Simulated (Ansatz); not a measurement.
All numbers below come from DFT PBE, scalar-relativistic, plane waves, PAW in Ansatz. Plane waves to 420 eV, a 12×12×8 mesh through Γ for the 8-atom cell and 0.10 eV Gaussian smearing; no spin polarisation.

Formation energies are uncorrected and count from the elements' standard states at the same level.

Task: Suggest a trial structure for a hexagonal metal that holds Al and 1 more element, with a formation energy near −0.32 eV/atom and a density near 3.37 g/cm³, in a cell of 8 atoms. Its symmetry should be P6_3/mmc (No. 194).

Result: TiAl₃, space group P6_3/mmc (No. 194). Ti has 12 Al at 2.79–2.86 Å; Al is surrounded by 8 Al at 2.77–2.85 Å and 4 Ti at 2.79–2.86 Å.

```
Ti Al
1.0
     5.57231    0.00000    0.00000
    -2.78615    4.82576    0.00000
     0.00000    0.00000    4.72529
Ti Al
2 6
Cartesian
  2.7862 1.6086 1.1813
  0.0000 3.2172 3.5440
  0.0000 1.6018 1.1813
  -1.3990 4.0249 1.1813
  1.3990 4.0249 1.1813
  1.3872 0.8009 3.5440
  4.1851 0.8009 3.5440
  2.7862 3.2240 3.5440
```

| Quantity | Value |
| --- | --- |
| Volume per atom | 15.88 Å³ |
| Density | 3.37 g/cm³ |
| Formation energy | −0.32 eV/atom |
| Gap on the 12×12×8 mesh of the 8-atom cell | 0 eV (a metal) |

The structure comes from a generated guess, relaxed at this level; another structure or a mixture of phases may lie lower. The answer needn't be unique; the calculation gave this one.

A structure relaxed within its symmetry needn't be a true minimum. Another cell of TiAl3 relaxed alike, in Pm-3m, lies 51 meV/atom lower, so this cell isn't the stable form at this level.
